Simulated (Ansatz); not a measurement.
## Orbital-resolved density of states of Mg

```yaml
crystal:
  lattice:
    - [-1.47650, 1.47650, 1.47650]
    - [1.47650, -1.47650, 1.47650]
    - [1.47650, 1.47650, -1.47650]
  atoms:
    - { symbol: Mg, position: [0.00000, 0.00000, 0.00000] }
```

The cell is a database entry far from equilibrium at this level of theory, probably a faulty or high-pressure entry; it serves as a test geometry alone.

The calculation used DFT, PBE, all-electron LAPW, scalar-relativistic in Ansatz 0.2.0.

The runs use a Γ-centred 19×19×19 k mesh, Fermi–Dirac smearing of 0.03 eV, basis error target 0.5 meV/atom, no spin polarisation.

States per eV for one atom of each kind, in 0.4 eV bins named by their centres, from the Fermi level, projected on a minimal set of Löwdin-orthogonalised atomic shells; orbitals are real harmonics on the Cartesian axes, equal curves share a column, and empty bins are left out, as is all above 5.8 eV, near the top of the computed bands.

Mg 3s:

```
# E all
-9.9 0.01
-9.5 0.05
-9.1 0.07
-8.7 0.09
-8.3 0.11
-7.9 0.12
-7.5 0.14
-7.1 0.15
-6.7 0.16
-6.3 0.17
-5.9 0.18
-5.5 0.19
-5.1 0.20
-4.7 0.21
-4.3 0.21
-3.9 0.21
-3.5 0.21
-3.1 0.21
-2.7 0.19
-2.3 0.17
-1.9 0.13
-1.5 0.10
-1.1 0.07
-0.7 0.08
-0.3 0.12
0.1 0.14
0.5 0.14
0.9 0.11
1.3 0.08
1.7 0.05
2.1 0.04
2.5 0.03
2.9 0.03
3.3 0.04
3.7 0.05
4.1 0.05
4.5 0.05
4.9 0.05
5.3 0.05
5.7 0.04
```
